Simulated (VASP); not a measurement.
A run of VASP 6.6.1 is set up as follows.

Contents of INCAR:

```
PREC     = Accurate       # precision mode
ENCUT    = 520            # plane-wave cutoff, eV
EDIFF    = 1E-7           # SCF threshold, eV
ISMEAR   = -1             # smearing method
SIGMA    = 0.05           # smearing width, eV
LREAL    = False          # projectors in reciprocal space
LASPH    = True           # aspherical terms in the spheres
NELM     = 100            # most SCF steps
ALGO     = Fast           # electronic algorithm
ISIF     = 2              # what is computed and relaxed
LWAVE    = False          # write WAVECAR
LCHARG   = False          # write CHGCAR
NBANDS   = 26             # bands
```

File KPOINTS:

```
Automatic mesh
0
Gamma
  9 9 5
```

POSCAR

```
ZnO
1.0
    3.3130361008      0.0000000000      0.0000000000
   -1.6565180504      2.8691734269      0.0000000000
    0.0000000000      0.0000000000      5.3078076462
Zn O
2 2
Direct
    0.6666666667      0.3333333333      0.0000000000
    0.3333333333      0.6666666667      0.5000000000
    0.3333333333      0.6666666667      0.8790100000
    0.6666666667      0.3333333333      0.3790100000
```

Potentials or basis: VASP PAW LDA potentials, release 64 (Zn, O).

Launch:

```bash
$ cat potpaw_LDA.64/Zn/POTCAR potpaw_LDA.64/O/POTCAR > POTCAR
$ mpirun -np 1 vasp_std > vasp.out
```

Predict the largest force.

0.036 eV/Å.

Predict the band gap on the k mesh.

0.65 eV, direct.

Predict the pressure.

-12.8 GPa.

Stress tensor (GPa, compression positive):
```
-13.31   0.00   0.00
  0.00 -13.31   0.00
  0.00   0.00 -11.81
```

**The experiment to reproduce.**

From “Electronic structure of alkaline earth and post-transition metal oxides”, 2009, arxiv:0908.1581, for a bulk crystal of ZnO: band gap 3.37 eV.

Against the measured gap of ZnO, 3.37 eV (quoted in “Electronic structure of alkaline earth and post-transition metal oxides”, 2009, arxiv:0908.1581), the calculated 0.65 eV is off by -2.72 eV. So large a miss can be the level of theory's own, or it may mean another phase, state or a wrong row. The value is that of LDA, without temperature or zero-point motion. Semilocal functionals fall short of measured gaps as a rule.
